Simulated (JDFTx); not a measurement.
# Ge (Fd-3m) in JDFTx: a series of runs

One crystal, Ge, is run at these levels: LDA, PBE; tasks: band structure.

Program: JDFTx 1.7.0 (patched build). These are calculated values, not measurements. Logs are shortened: lines on timing, memory, paths and dates and some standing lists are left out, and cuts for length are marked. The log counts tension as positive stress, the text compression.

**The experiment to reproduce.**

“Temperature-dependent photoluminescence in Ge: experiment and theory”, 2020, arxiv:2003.00143 reports, for a bulk crystal of Ge at 0 K: band gap 0.744 eV (indirect).

How close the calculation comes is told below.

## (1) Starting point

It takes space group Fd-3m (No. 227, cubic). The conventional cell has a = 5.658 Å, b = 5.658 Å, c = 5.658 Å, α = 90.00°, β = 90.00°, γ = 90.00°. Ge (site symmetry -43m) is surrounded by 4 Ge at 2.45 Å.

## (2) Band structure, LDA

bands.in

```
lattice \
    0.0000000000     5.3458651312     5.3458651312 \
    5.3458651312     0.0000000000     5.3458651312 \
    5.3458651312     5.3458651312     0.0000000000
coords-type Cartesian
ion Ge     8.0187976968     8.0187976968     8.0187976968 1
ion Ge     5.3458651312     5.3458651312     5.3458651312 1

ion-species pseudo/Ge.upf
elec-cutoff 39 312
elec-ex-corr lda-PW
elec-smearing Fermi 0.0018374661
elec-n-bands 21
electronic-minimize nIterations 30 energyDiffThreshold 1e-06
davidson-band-ratio 1.3
forces-output-coords Cartesian
include path.kpoints
symmetries none
fix-electron-density run.$VAR

dump-name bands.$VAR
dump End Ecomponents EigStats BandEigs Kpoints Forces
```

path.kpoints

```
kpoint +0.0000000000 +0.0000000000 +0.0000000000 0.020000000000
kpoint +0.0714285714 +0.0000000000 +0.0714285714 0.020000000000
kpoint +0.1428571429 +0.0000000000 +0.1428571429 0.020000000000
kpoint +0.2142857143 +0.0000000000 +0.2142857143 0.020000000000
kpoint +0.2857142857 +0.0000000000 +0.2857142857 0.020000000000
kpoint +0.3571428571 +0.0000000000 +0.3571428571 0.020000000000
kpoint +0.4285714286 +0.0000000000 +0.4285714286 0.020000000000
kpoint +0.5000000000 +0.0000000000 +0.5000000000 0.020000000000
kpoint +0.5000000000 +0.0833333333 +0.5833333333 0.020000000000
kpoint +0.5000000000 +0.1666666667 +0.6666666667 0.020000000000
kpoint +0.5000000000 +0.2500000000 +0.7500000000 0.020000000000
kpoint +0.4375000000 +0.3125000000 +0.7500000000 0.020000000000
kpoint +0.3750000000 +0.3750000000 +0.7500000000 0.020000000000
kpoint +0.3281250000 +0.3281250000 +0.6562500000 0.020000000000
kpoint +0.2812500000 +0.2812500000 +0.5625000000 0.020000000000
kpoint +0.2343750000 +0.2343750000 +0.4687500000 0.020000000000
kpoint +0.1875000000 +0.1875000000 +0.3750000000 0.020000000000
kpoint +0.1406250000 +0.1406250000 +0.2812500000 0.020000000000
kpoint +0.0937500000 +0.0937500000 +0.1875000000 0.020000000000
kpoint +0.0468750000 +0.0468750000 +0.0937500000 0.020000000000
kpoint +0.0000000000 +0.0000000000 +0.0000000000 0.020000000000
kpoint +0.0833333333 +0.0833333333 +0.0833333333 0.020000000000
kpoint +0.1666666667 +0.1666666667 +0.1666666667 0.020000000000
kpoint +0.2500000000 +0.2500000000 +0.2500000000 0.020000000000
kpoint +0.3333333333 +0.3333333333 +0.3333333333 0.020000000000
kpoint +0.4166666667 +0.4166666667 +0.4166666667 0.020000000000
kpoint +0.5000000000 +0.5000000000 +0.5000000000 0.020000000000
kpoint +0.5250000000 +0.4500000000 +0.5250000000 0.020000000000
kpoint +0.5500000000 +0.4000000000 +0.5500000000 0.020000000000
kpoint +0.5750000000 +0.3500000000 +0.5750000000 0.020000000000
kpoint +0.6000000000 +0.3000000000 +0.6000000000 0.020000000000
kpoint +0.6250000000 +0.2500000000 +0.6250000000 0.020000000000
kpoint +0.5625000000 +0.2500000000 +0.6875000000 0.020000000000
kpoint +0.5000000000 +0.2500000000 +0.7500000000 0.020000000000
kpoint +0.5000000000 +0.2916666667 +0.7083333333 0.020000000000
kpoint +0.5000000000 +0.3333333333 +0.6666666667 0.020000000000
kpoint +0.5000000000 +0.3750000000 +0.6250000000 0.020000000000
kpoint +0.5000000000 +0.4166666667 +0.5833333333 0.020000000000
kpoint +0.5000000000 +0.4583333333 +0.5416666667 0.020000000000
kpoint +0.5000000000 +0.5000000000 +0.5000000000 0.020000000000
kpoint +0.4791666667 +0.4791666667 +0.5416666667 0.020000000000
kpoint +0.4583333333 +0.4583333333 +0.5833333333 0.020000000000
kpoint +0.4375000000 +0.4375000000 +0.6250000000 0.020000000000
kpoint +0.4166666667 +0.4166666667 +0.6666666667 0.020000000000
kpoint +0.3958333333 +0.3958333333 +0.7083333333 0.020000000000
kpoint +0.3750000000 +0.3750000000 +0.7500000000 0.020000000000
kpoint +0.6250000000 +0.2500000000 +0.6250000000 0.020000000000
kpoint +0.5833333333 +0.1666666667 +0.5833333333 0.020000000000
kpoint +0.5416666667 +0.0833333333 +0.5416666667 0.020000000000
kpoint +0.5000000000 +0.0000000000 +0.5000000000 0.020000000000
```

Potentials or basis: PseudoDojo-SR-LDA-0.4.1-standard.

On the command line:

```sh
$ jdftx -c 1 -i bands.in -o bands.out
```

Output:

```text
*************** JDFTx 1.7.0 (patched build) ***************

Input parsed successfully to the following command list (including defaults):
[... the input with its defaults ...]

---------- Initializing the Grid ----------
R =
[            0      5.34587      5.34587  ]
[      5.34587            0      5.34587  ]
[      5.34587      5.34587            0  ]
unit cell volume = 305.551
G =
[  -0.587668   0.587668   0.587668  ]
[   0.587668  -0.587668   0.587668  ]
[   0.587668   0.587668  -0.587668  ]
Minimum fftbox size, Smin = [  64  64  64  ]
Chosen fftbox size, S = [  64  64  64  ]

---------- Initializing tighter grid for wavefunction operations ----------
R =
[            0      5.34587      5.34587  ]
[      5.34587            0      5.34587  ]
[      5.34587      5.34587            0  ]
unit cell volume = 305.551
G =
[  -0.587668   0.587668   0.587668  ]
[   0.587668  -0.587668   0.587668  ]
[   0.587668   0.587668  -0.587668  ]
Minimum fftbox size, Smin = [  44  44  44  ]
Chosen fftbox size, S = [  48  48  48  ]

---------- Exchange Correlation functional ----------
Initalized Slater LDA exchange.
Initalized Perdew-Wang LDA correlation.

---------- Setting up pseudopotentials ----------
Width of ionic core gaussian charges (only for fluid interactions / plotting) set to 0

Reading pseudopotential file 'pseudo/Ge.upf':
  'Ge' pseudopotential, 'SLA  PW   NOGX NOGC' functional
  Generated using ONCVPSP code by D. R. Hamann
  14 valence electrons, 3 orbitals, 6 projectors, 1001 radial grid points, with lMax = 2
    3D    l: 2   occupation: 10.0   eigenvalue: -1.086289
    4S    l: 0   occupation:  2.0   eigenvalue: -0.438995
    4P    l: 1   occupation:  2.0   eigenvalue: -0.148714
  Core radius for overlap checks: 1.83 bohrs.

Initialized 1 species with 2 total atoms.

Folded 50 k-points by 1x1x1 to 50 k-points.

---------- Setting up k-points, bands, fillings ----------
No reducable k-points.
Computing the number of bands and number of electrons
Calculating initial fillings.
nElectrons:  28.000000   nBands: 21   nStates: 50

----- Setting up reduced wavefunction bases (one per k-point) -----
average nbasis = 3554.480 , ideal nbasis = 3554.470

---------- Setting up ewald sum ----------
Optimum gaussian width for ewald sums = 2.427999 bohr.
Real space sum over 1331 unit cells with max indices [  5  5  5  ]
Reciprocal space sum over 2197 terms with max indices [  6  6  6  ]

---------- Allocating electronic variables ----------
Reading n from file 'run.n' ... done
Initializing wave functions:  linear combination of atomic orbitals
Note: number of bands (21) exceeds available atomic orbitals (18)

----------- Band structure minimization -------------
Minimization will be done independently for each quantum number.

---- Minimization of quantum number:     0  [ +0.0000000 +0.0000000 +0.0000000 ]  0.040000000 ----
BandDavidson: Iter:   0  Eband: -0.010943570339196
BandDavidson: Iter:   1  Eband: -0.042821636687171  dEband: -3.187807e-02
BandDavidson: Iter:   2  Eband: -0.047640915655228  dEband: -4.819279e-03
BandDavidson: Iter:   3  Eband: -0.049706271675688  dEband: -2.065356e-03
[... 647 lines of inner loops ...]
BandDavidson: Iter:   7  Eband: -0.032947907722660  dEband: -2.051484e-06
BandDavidson: Iter:   8  Eband: -0.032948616873284  dEband: -7.091506e-07
BandDavidson: Converged (dEband<1.000000e-06)
	FillingsUpdate:  mu: +0.339924143  nElectrons: 28.000000
WARNING: these k-points are no uniform mesh, so that mu and the fillings of partly filled bands are only those of these points: take mu from the calculation that made the density or potential.

Dumping 'bands.eigStats' ...
	eMin: -0.579301 at state 13 ( [ +0.328125 +0.328125 -0.343750 ] spin 0 )
	HOMO: +0.339341 at state 20 ( [ +0.000000 +0.000000 +0.000000 ] spin 0 )
	mu  : +0.339924
	LUMO: +0.341108 at state 39 ( [ +0.500000 +0.500000 +0.500000 ] spin 0 )
	eMax: +0.831864 at state 45 ( [ +0.375000 +0.375000 -0.250000 ] spin 0 )
	HOMO-LUMO gap: +0.001767
	Optical gap  : +0.035339 at state 19 ( [ +0.046875 +0.046875 +0.093750 ] spin 0 )
Done!
[note: mu, HOMO and LUMO in a band run belong to the points of the path alone and aren't those of the crystal]
```

Run time: 47 s. Hardware: 1 thread of Intel Xeon Platinum 8259CL at 2.50GHz (Skylake/Cascade Lake), shared host; peak memory 0.12 GiB.

Results:

```yaml
Band_gap_along_the_path: none (metal or under the smearing width)
```

Levels at the corners of the path, in eV from the Fermi level:
| point | band 12 | band 13 | band 14 | band 15 | band 16 |
| --- | --- | --- | --- | --- | --- |
| Γ | -0.17 | 0.02 | 0.02 | 0.02 | 2.56 |
| X | -8.92 | -3.05 | -3.05 | 0.69 | 0.69 |
| W | -8.82 | -3.89 | -3.89 | 4.27 | 4.27 |
| K | -8.33 | -4.32 | -2.61 | 1.10 | 4.04 |
| Γ | -0.17 | 0.02 | 0.02 | 0.02 | 2.56 |
| L | -7.62 | -1.38 | -1.38 | 0.07 | 3.75 |
| U | -8.33 | -4.32 | -2.61 | 1.10 | 4.04 |
| W | -8.82 | -3.89 | -3.89 | 4.27 | 4.27 |
| L | -7.62 | -1.38 | -1.38 | 0.07 | 3.75 |
| K | -8.33 | -4.32 | -2.61 | 1.10 | 4.04 |
| U | -8.33 | -4.32 | -2.61 | 1.10 | 4.04 |
| X | -8.92 | -3.05 | -3.05 | 0.69 | 0.69 |

## (3) Band structure, PBE

bands.in, as its differences from that of step 2:

```diff
@@ -4,5 +4,5 @@
     5.3458651312     5.3458651312     0.0000000000
-coords-type Cartesian
-ion Ge     8.0187976968     8.0187976968     8.0187976968 1
-ion Ge     5.3458651312     5.3458651312     5.3458651312 1
+coords-type Lattice
+ion Ge     0.7500000000     0.7500000000     0.7500000000 1
+ion Ge     0.5000000000     0.5000000000     0.5000000000 1
 
@@ -10,3 +10,3 @@
 elec-cutoff 39 312
-elec-ex-corr lda-PW
+elec-ex-corr gga-PBE
 elec-smearing Fermi 0.0018374661
```

path.kpoints is that of step 2.

Potentials or basis: PseudoDojo-SR-PBE-0.5-standard.

On the command line:

```sh
$ jdftx -c 1 -i bands.in -o bands.out
```

It took 46 s on 1 thread of Intel Xeon Platinum 8259CL at 2.50GHz (Skylake/Cascade Lake), shared host; peak memory 0.13 GiB.

It converged, with:

- Band gap along the path: none (metal or under the smearing width)

Levels at the corners of the path, in eV from the Fermi level:
| point | band 11 | band 12 | band 13 | band 14 | band 15 | band 16 | band 17 |
| --- | --- | --- | --- | --- | --- | --- | --- |
| Γ | -12.82 | -0.05 | -0.05 | -0.05 | -0.01 | 2.51 | 2.51 |
| X | -8.93 | -8.93 | -3.12 | -3.12 | 0.70 | 0.70 | 9.47 |
| W | -8.84 | -8.84 | -3.95 | -3.95 | 4.28 | 4.28 | 4.67 |
| K | -9.40 | -8.34 | -4.38 | -2.68 | 1.11 | 4.04 | 7.17 |
| Γ | -12.82 | -0.05 | -0.05 | -0.05 | -0.01 | 2.51 | 2.51 |
| L | -10.73 | -7.64 | -1.45 | -1.45 | 0.14 | 3.70 | 3.70 |
| U | -9.40 | -8.34 | -4.38 | -2.68 | 1.11 | 4.04 | 7.17 |
| W | -8.84 | -8.84 | -3.95 | -3.95 | 4.28 | 4.28 | 4.67 |
| L | -10.73 | -7.64 | -1.45 | -1.45 | 0.14 | 3.70 | 3.70 |
| K | -9.40 | -8.34 | -4.38 | -2.68 | 1.11 | 4.04 | 7.17 |
| U | -9.40 | -8.34 | -4.38 | -2.68 | 1.11 | 4.04 | 7.17 |
| X | -8.93 | -8.93 | -3.12 | -3.12 | 0.70 | 0.70 | 9.47 |

## (4) How close it comes

Step 2. Against the measured gap of Ge, 0.744 eV (indirect; 0 K; “Temperature-dependent photoluminescence in Ge: experiment and theory”, 2020, arxiv:2003.00143), the calculated 0.00 eV is off by -0.74 eV. 3 values of this kind are on record (0.666 to 0.807 eV); this one was drawn at random among those near their median. Spin-orbit coupling on Ge is left out. The value is that of LDA, without temperature or zero-point motion. Semilocal functionals fall short of measured gaps as a rule.

Step 3. A measured gap of Ge is 0.744 eV (indirect; 0 K; “Temperature-dependent photoluminescence in Ge: experiment and theory”, 2020, arxiv:2003.00143); the calculated 0.00 eV misses it by -0.74 eV. 3 values of this kind are on record (0.666 to 0.807 eV); this one was drawn at random among those near their median. Spin-orbit coupling on Ge is left out. The value is that of PBE, without temperature or zero-point motion. Semilocal functionals fall short of measured gaps as a rule.
